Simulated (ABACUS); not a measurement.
Input of an ABACUS 3.10.1 run:

INPUT

```
INPUT_PARAMETERS
suffix              InP
calculation         scf
basis_type          pw
pseudo_dir          ./
symmetry            1
dft_functional      scan
ecutwfc             82
pseudo_rcut         10
nspin               1
nbands              19
ks_solver           dav
smearing_method     fd
smearing_sigma      0.00367493
scf_thr             1e-08
scf_nmax            100
mixing_type         broyden
mixing_beta         0.7
cal_force           1
cal_stress          1
mixing_tau          1
out_chg             1
kpar                4
```

File STRU:

```
ATOMIC_SPECIES
In 114.8180 In_ONCV_PBE-1.2.upf
P 30.9738 P_ONCV_PBE-1.2.upf

LATTICE_CONSTANT
1.8897261246

LATTICE_VECTORS
0.0000000000 2.9305000000 2.9305000000
2.9305000000 0.0000000000 2.9305000000
2.9305000000 2.9305000000 0.0000000000

ATOMIC_POSITIONS
Direct

In
0.0
1
0.0000000000 0.0000000000 0.0000000000 1 1 1

P
0.0
1
0.7500000000 0.7500000000 0.7500000000 1 1 1
```

KPT

```
K_POINTS
0
Gamma
5 5 5 0 0 0
```

Potentials or basis: SG15 ONCV 1.2 PBE, plane waves.

Run with:

```console
$ OMP_NUM_THREADS=1 mpirun -np 4 abacus > log
```

Task: Estimate the pressure.

Result: 0.0 GPa.

Task: What does it give for the band gap on the k mesh?

Result: 0.70 eV, direct.

Caveat: the potentials were made for another functional, which shifts forces and pressure; spin-orbit coupling is left out, which moves the levels of the heavy elements.

**Experimental background.**

A printed reference work, data compilation reports, for a bulk crystal of InP at 1.6 K: band gap 1.4236 eV (direct).

Measured gap of InP: 1.4236 eV (direct; 1.6 K; a printed reference work, data compilation). This calculation gives 0.70 eV (-0.73 eV). Spin-orbit coupling on In is left out. The value is that of SCAN, without temperature or zero-point motion.
